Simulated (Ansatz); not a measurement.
Start from InN in the wurtzite structure (space group P6_3mc, No. 186; a = 3.5369 Å, c = 5.7136 Å).

Structures relaxed with Ansatz (an electronic-structure program), PBEsol, PAW, cutoff 420 eV, no SOC.

Base:

Simulated powder pattern, Co Kα, λ = 1.79026 Å (kinematic, ideal powder, no thermal factors, no anomalous dispersion; the 14 strongest lines at most, above 2 %, up to 2θ = 90°):

```
2θ (°)  I/Imax (%)    hkl
------  ----------  -----
33.98           35  (100)
36.52           32  (002)
38.73          100  (101)
50.74           19  (102)
60.82           26  (110)
67.21           27  (103)
71.53          3.9  (200)
73.07           25  (112)
74.47           16  (201)
77.61          2.9  (004)
83.08          4.5  (202)
87.49          3.4  (104)
```

Perturbation: every lattice vector is stretched by 0.52 %, atoms relaxed at fixed cell.

**Question.** Predict the new powder pattern.

**Answer.** 
Simulated powder pattern, Co Kα, λ = 1.79026 Å (kinematic, ideal powder, no thermal factors, no anomalous dispersion; the 14 strongest lines at most, above 2 %, up to 2θ = 90°):

```json
[
 {"2θ (°)": "33.80", "I/Imax (%)": "35", "hkl": "(100)"},
 {"2θ (°)": "36.33", "I/Imax (%)": "32", "hkl": "(002)"},
 {"2θ (°)": "38.52", "I/Imax (%)": "100", "hkl": "(101)"},
 {"2θ (°)": "50.46", "I/Imax (%)": "19", "hkl": "(102)"},
 {"2θ (°)": "60.47", "I/Imax (%)": "26", "hkl": "(110)"},
 {"2θ (°)": "66.81", "I/Imax (%)": "27", "hkl": "(103)"},
 {"2θ (°)": "71.10", "I/Imax (%)": "3.9", "hkl": "(200)"},
 {"2θ (°)": "72.63", "I/Imax (%)": "25", "hkl": "(112)"},
 {"2θ (°)": "74.02", "I/Imax (%)": "16", "hkl": "(201)"},
 {"2θ (°)": "77.13", "I/Imax (%)": "2.9", "hkl": "(004)"},
 {"2θ (°)": "82.56", "I/Imax (%)": "4.5", "hkl": "(202)"},
 {"2θ (°)": "86.93", "I/Imax (%)": "3.4", "hkl": "(104)"}
]
```

The indices refer to the base's conventional cell; one index is shown for lines that coincide.

The cells carry an imposed strain or load. Stability against distortions was not tested. All final runs are without spin polarisation.
